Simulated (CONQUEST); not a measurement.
Input of a CONQUEST 1.3 run:

Contents of Conquest_input:

```
IO.Title SnSe
IO.Coordinates coords.dat
IO.FractionalAtomicCoords T
IO.Iprint 2
IO.Iprint_init 1
General.NumberOfSpecies 2
General.PseudopotentialType hamann
AtomMove.TypeOfRun static
AtomMove.FullStress T
Grid.GridCutoff 120
DM.SolutionMethod diagon
Diag.MPMesh T
Diag.GammaCentred T
Diag.MPMeshX 6
Diag.MPMeshY 6
Diag.MPMeshZ 3
Diag.kT 0.00183747
minE.SCTolerance 1e-6
SC.MaxIters 100
IO.AtomChargeOutput T
%block ChemicalSpeciesLabel
1 118.710 Sn
2 78.960 Se
%endblock
```

The input coords.dat:

```
    7.9179524622     0.0000000000     0.0000000000
    0.0000000000     8.4281785158     0.0000000000
    0.0000000000     0.0000000000    21.5806723432
8
  0.7500000000   0.9090000000   0.8770000000 1 T T T
  0.2500000000   0.4090000000   0.6230000000 1 T T T
  0.7500000000   0.5910000000   0.3770000000 1 T T T
  0.2500000000   0.0910000000   0.1230000000 1 T T T
  0.7500000000   0.9840000000   0.6430000000 2 T T T
  0.2500000000   0.4840000000   0.8570000000 2 T T T
  0.7500000000   0.5160000000   0.1430000000 2 T T T
  0.2500000000   0.0160000000   0.3570000000 2 T T T
```

Potentials or basis: PseudoDojo NC PBE, SZ, grid cutoff 120 Ha.

Run with:

```console
$ Conquest
```

**Question.** What does it give for the band gap on the k mesh?

**Answer.** 0.66 eV, indirect (least direct gap 0.85 eV).

**Question.** What does it give for the Mulliken charges?

**Answer.** Sn +0.35; Se -0.35 e.

**Question.** What does it give for the largest force?

**Answer.** 1.459 eV/Å.

**Question.** What does it give for the pressure?

**Answer.** 9.5 GPa.

Forces in eV/Å, atoms in the order of the input:
```
Sn   0.000  0.334  1.420
Sn   0.000  0.334 -1.420
Sn   0.000 -0.334  1.420
Sn   0.000 -0.334 -1.420
Se   0.000 -0.341 -1.024
Se   0.000 -0.341  1.024
Se   0.000  0.341 -1.024
Se   0.000  0.341  1.024
```

Caveat: the atomic basis is small; spin-orbit coupling is left out, which moves the levels of the heavy elements; an odd mesh through Γ misses points on the zone boundary, where band edges often lie; the basis of atomic orbitals isn't converged, which shifts pressures, moduli and gaps; forces of over 1 eV/Å show positions far from the minimum, so gaps and moduli don't describe the material at rest.
